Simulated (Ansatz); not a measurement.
# SrO: the cell at several levels of theory

How does the equilibrium cell of SrO, NiAs type depend on the functional? It is relaxed with PBE, r2SCAN, PBEsol, LDA and HSE06. This is a trial cell built on a prototype, not taken from a measured structure, and it needn't be the compound's ground state.

Program: Ansatz 0.2.0. PAW datasets, plane waves, zero pressure. The calculation is spin-unpolarised, and the structure need not be a phase that has been made.

### 1 The system as given

Space group P6_3/mmc (No. 194), hexagonal; conventional cell a = 3.600 Å, c = 5.867 Å, 16.46 Å³ an atom. Near Sr stand 6 O at 2.54 Å; near O stand 6 Sr at 2.54 Å.

As a file:

```cif
data_structure
_symmetry_space_group_name_H-M 'P6_3/mmc'
_symmetry_Int_Tables_number 194
_cell_length_a 3.5996
_cell_length_b 3.5996
_cell_length_c 5.8674
_cell_angle_alpha 90.000
_cell_angle_beta 90.000
_cell_angle_gamma 120.000
_cell_volume 65.84
loop_
_atom_site_label
_atom_site_type_symbol
_atom_site_symmetry_multiplicity
_atom_site_Wyckoff_symbol
_atom_site_fract_x
_atom_site_fract_y
_atom_site_fract_z
_atom_site_occupancy
Sr1 Sr 2 a 0.00000 0.00000 0.00000 1
O1 O 2 c 0.33333 0.66667 0.25000 1
```

### 2 PBE: cell and atoms

File input.yaml:

```yaml
crystal:
  lattice:
    - [3.59960733, 0.0, 0.0]
    - [-1.799803665, 3.1173513914, 0.0]
    - [0.0, 0.0, 5.8673599479]
  atoms:
    - { symbol: Sr, position: [0.0, 0.0, 0.0] }
    - { symbol: Sr, position: [0.0, 0.0, 0.5] }
    - { symbol: O, position: [0.3333333333, 0.6666666667, 0.25] }
    - { symbol: O, position: [0.6666666667, 0.3333333333, 0.75] }
kpoints:
  mp_grid: { grid: [12, 12, 4] }
hamiltonian:
  xc: pbe
scf:
  occupations: { method: fermi_dirac, width: 0.02 }
relax:
  f_tol: 0.005
  cell: {}
```

Run with:

```
$ ansatz run input.yaml --threads 2 --pin off --max-ram 2211MiB --backend cpu --events-out ev --progress --plain --runs-dir out
```

The runs that follow: Relaxation with r2SCAN; Relaxation with PBEsol; LDA: cell and atoms; Relaxation with HSE06.

**Question.** What will these runs give? Wanted: for each run, a; c; volume; space group; SCF geometries.

The runs gave:

```
 level  a (Å)  c (Å)  volume (Å³/atom)  space group  SCF geometries
   PBE  3.589  6.308            17.590     P6_3/mmc               8
r2SCAN  3.563  6.255            17.195     P6_3/mmc               6
PBEsol  3.537  6.213            16.827     P6_3/mmc               8
   LDA  3.496  6.136            16.239     P6_3/mmc               8
 HSE06  3.560  6.252            17.151     P6_3/mmc               6
```

**Reading.** From the start to the first minimum the volume moved by +6.9 %. LDA gives the smallest cell and PBE the largest; they differ by 8.3 % in volume, a mean of 2.7 % in length. The meshes differ: PBE 12×12×4, r2SCAN 12×12×4, PBEsol 12×12×4, LDA 12×12×4, HSE06 6×6×4.
